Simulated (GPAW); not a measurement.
Crystal: SnSe2.

```
CELL_PARAMETERS angstrom
3.81100 0.00000 0.00000
-1.90550 3.30042 0.00000
0.00000 0.00000 6.13600
ATOMIC_POSITIONS crystal
Sn 0.00000 0.00000 0.00000
Se 0.66667 0.33333 0.75100
Se 0.33333 0.66667 0.24900
```

```yaml
Program: GPAW 26.7.0
Task: relaxation of cell and atoms
Functional: r2SCAN
Potentials_or_basis: GPAW PAW data sets (gpaw-data 1.2.1)
Cutoff: 600 eV
Basis: pw
k_mesh: 6 × 6 × 3
Occupations: fermi-dirac, width 0.05 eV
Spin: no spin polarisation
```

At the start: pressure 3.5 GPa; volume 25.73 Å³/atom.

Task: Where does the relaxation end?

Result: Over 13 steps the energy falls by 17.7 meV/atom and the volume is 27.83 Å³/atom (+8.2 %); space group P-3m1 (No. 164, to 0.05 Å).

The path:
```tsv
step	energy change (eV)	largest force (eV/Å)	pressure (GPa)	volume (Å³)
1	0.0000	0.4838	3.52	77.18
2	-0.0181	0.3193	2.59	77.80
3	-0.0388	0.0758	0.40	79.50
4	-0.0393	0.0950	0.26	79.67
5	-0.0413	0.1304	-0.13	80.36
6	-0.0437	0.1270	-0.42	81.20
7	-0.0465	0.0682	-0.52	82.20
8	-0.0482	0.0049	-0.36	82.69
9	-0.0490	0.0506	-0.16	82.80
10	-0.0501	0.0855	0.07	82.83
11	-0.0515	0.0934	0.27	82.92
12	-0.0527	0.0564	0.27	83.19
13	-0.0532	0.0134	0.11	83.49
```

Final structure:
```cif
data_structure
_symmetry_space_group_name_H-M 'P 1'
_symmetry_Int_Tables_number 1
_cell_length_a 3.8385
_cell_length_b 3.8385
_cell_length_c 6.5430
_cell_angle_alpha 90.000
_cell_angle_beta 90.000
_cell_angle_gamma 120.000
_cell_volume 83.49
loop_
_atom_site_label
_atom_site_type_symbol
_atom_site_fract_x
_atom_site_fract_y
_atom_site_fract_z
_atom_site_occupancy
Sn1 Sn 0.00000 0.00000 0.00000 1
Se1 Se 0.66667 0.33333 0.75991 1
Se2 Se 0.33333 0.66667 0.24009 1
```

Caveat: later steps reuse the first step's grids; the PAW data sets were made with another functional, which shifts forces and pressure a little.
